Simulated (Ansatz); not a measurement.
The structure is an experimental refinement, used without relaxation. The listed cell was then made from it by scaling, straining or moving an atom.

Li: DFT, PBE, all-electron PAW with datasets made for the crystal, scalar-relativistic (Ansatz 0.2.0). What sets it apart from a plain run of this crystal: equal xx and yy strain of -2 %.

Command: `ansatz run input.yaml --threads 1 --pin off --max-ram 3072MiB --backend cpu --events-out ev --progress --plain --runs-dir out` The run took 2.4 s on 1 thread of Intel(R) Xeon(R) Platinum 8375C CPU @ 2.90GHz (Ice Lake) (shared host), peak memory 0.3 GiB.

```yaml
crystal:
  lattice:
    - [3.0487821086, 0.0, 0.0]
    - [-1.5243910543, 2.6403227566, 0.0]
    - [0.0, 0.0, 5.093]
  atoms:
    - { symbol: Li, position: [0.3333333333, 0.6666666667, 0.25] }
    - { symbol: Li, position: [0.6666666667, 0.3333333333, 0.75] }
kpoints:
  mp_grid: { grid: [15, 15, 8] }
scf:
  occupations: { method: fermi_dirac, width: 0.08 }
hamiltonian:
  xc: pbe
  pseudopotentials: { kind: all_electron, datasets: crystal }
output:
  forces: true
  stress: true
  eigenvalues: true
  efg: { contact_densities: true }
```

Output (standing set-up lines are left out):

```
Crystal: 2 atoms, lattice volume = 40.997 Å³
Basis set: ecut = 100 eV, 99 PW (Γ), exchange–correlation on 20×20×36 points (8 copies of the dense FFT grid, shifted against one another)
Space group: P63/mmc (ITA 194), of the structure as read, at distance tolerance 3.4e-5 Å
iter 1 solved again at ethr=1.60e-4 eV; its pass at ethr=1.00e-1 eV (dr2=3.20e-3 eV) is discarded
SCF iter   1: F=—  HF=-409.364765 eV  |F-HF|=—  |Δ(HF+E_count)|=         —  Δρ=2.60e-3  dr2=3.34e-3  ethr=1.60e-4  ⟨swp⟩=4.4  Hψ=5143  notcnv=0
preconditioner: auto → none  [metal: Δε(μ)=0.017 eV  Ē_g=6.382 eV  σ=0.080 eV  W_gap=0.05  n_scr=2 (ndim 8)  ℏωp=8.2 eV  f_vac=0.000  D(μ)=1.00/eV (n_scr^D=2)  sad-step TF]
SCF iter   2: F=—  HF=-409.375782 eV  |F-HF|=—  |Δ(HF+E_count)|=   1.10e-2  Δρ=1.89e-3  dr2=1.94e-3  ethr=1.60e-4  ⟨swp⟩=2.6  Hψ=1038  notcnv=0
iter 3 solved again at ethr=3.39e-6 eV; its pass at ethr=9.69e-5 eV (dr2=6.79e-5 eV) is discarded
SCF iter   3: F=—  HF=-409.382754 eV  |F-HF|=—  |Δ(HF+E_count)|=   6.97e-3  Δρ=3.42e-4  dr2=6.72e-5  ethr=3.39e-6  ⟨swp⟩=1.9  Hψ=3075  notcnv=0
SCF iter   4: F=—  HF=-409.382784 eV  |F-HF|=—  |Δ(HF+E_count)|=   3.06e-5  Δρ=1.09e-4  dr2=6.84e-6  ethr=3.36e-6  ⟨swp⟩=1.9  Hψ=860  notcnv=0
SCF iter   5: F=-409.382789 eV  HF=-409.382789 eV  |F-HF|=1.84e-9  |Δ(HF+E_count)|=   4.62e-6  Δρ=7.74e-7  dr2=2.00e-10  ethr=3.42e-7  ⟨swp⟩=1.9  Hψ=862  notcnv=0
SCF 1 converged in 5 iterations: F = -409.382789 eV  dr2 = 2.00e-10
  Residual-converged pass: ⟨swp⟩=3.3  Hψ=1097  notcnv=0  max |occ|·‖R‖ = 5.2e-6 eV (tolerance 5.3e-6 eV)  dr2=3.31e-10  dr2_onsite=2.17e-9  max |Δocc| = 5.7e-8
  greatest PAW one-centre occupation: 0.114 electrons in one spin orbital (limit 2), on the Li atom at site 1 (counted from 0), in its partial waves of l = 0
SCF converged after 5 iterations
Free energy (F): -409.382789 eV
Harris-Foulkes:  -409.382789 eV  (|F-HF|=1.84e-9)
Internal energy: -409.361678 eV  (E = F + TS)
E sigma→0 (E₀):  -409.372233 eV
Entropy (-TS):   -0.021111 eV (-10.556 meV/atom)
Past the cutoff: the bands carry plane waves up to 1.75 times it, of which those up to 1.5 times it add -0.000052 eV an atom, each by itself; the spheres take 0.000045 eV an atom off the energy for waves past 1.75 times it
By the cutoff:   a pressure is off by up to 0.004 GPa (1.2 times the spheres' own share and the shells' term, over an atom's volume, and 0.004 GPa: a bound that held against runs at twice the plane waves)
Past the cutoffs: a stress includes 0.0000 GPa for waves and charges beyond them, in addition to the slope of what the spheres take
In the spheres:  the bands' charges fall short by 1.3e-6 e at most (sound up to 1e-3)
Fermi energy:    0.875982 eV
--- Per-component energies (eV) ---
  The terms above E_closure are by the made datasets' own strengths, without shells solved beside the bands.
--- Forces (eV/Å), atoms counted from 1 ---
  atom   1  Li    -0.00000000    -0.00000000     0.00000000
  atom   2  Li    -0.00000000     0.00000000     0.00000000
  max |Σ_I F_I| component: 3.47e-18 eV/Å
--- Stress (GPa, compression-positive) ---
       -0.024084       0.000000       0.000000
        0.000000      -0.024084       0.000000
        0.000000       0.000000      -0.466387
  P = ⅓ Tr σ = -0.1715 GPa (-1.715 kbar)
--- PAW observables at the nuclei: V_zz in 10²¹ V/m², potentials from the cell's mean, atoms counted from 1 ---
  atom   1  Li V_zz =    -0.009029   η = 0.0000   by run symmetry: allowed
            electrostatic potential = -161.348818 V   contact ρ = 94.751536 e/Å³
  atom   2  Li V_zz =    -0.009029   η = 0.0000   by run symmetry: allowed
            electrostatic potential = -161.348818 V   contact ρ = 94.751536 e/Å³
--- Band table (eV; the first three rows and the last of 135) ---
  k-point 0: bands = ["-2.6835", "0.7441", "3.5649"]
  k-point 1: bands = ["-2.6160", "0.3795", "4.0903"]
  k-point 2: bands = ["-2.4133", "-0.3189", "5.2687"]
  k-point 134: bands = ["3.0860", "3.0860", "3.6431"]
```
